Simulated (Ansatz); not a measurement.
**FePt (P4/mmm), a sublattice moved along a line**

Method: DFT PBEsol, scalar-relativistic, plane waves, PAW in Ansatz. The runs took a 420 eV cutoff, a Γ-centred 22×22×16 mesh and Gaussian smearing (0.15 eV). Spin–orbit coupling is left out, which matters for the heavy elements here. Collinear spins, started from moments 3.2, 0.4 μB in atom order; the magnetic state may not be the lowest. Energies are free energies at this smearing, counted from the undisturbed cell; pressure is positive in compression.

Reference structure (relaxed at this level; with this scan's settings it stands at 0.1 GPa; it needn't be the usual structure):

```
Fe Pt
1.0
     2.68680    0.00000    0.00000
     0.00000    2.68680    0.00000
     0.00000    0.00000    3.71728
Fe Pt
1 1
Direct
  0.50000 0.50000 0.50000
  0.00000 0.00000 0.00000
```

Every Fe atom is moved by x along the Cartesian unit vector (0.707, 0.707, 0.000); the cell and all other atoms stay fixed. The cell is metallic on the mesh throughout.

```csv
x (Å),ΔE (meV/cell)
-0.3000,213.8
-0.1500,51.3
0.0000,0.0
0.2250,117.5
```

Predict the moment (μB/cell) at each point.

| x (Å) | moment (μB/cell) |
| --- | --- |
| -0.3000 | 3.21 |
| -0.1500 | 3.22 |
| 0.0000 | 3.22 |
| 0.2250 | 3.21 |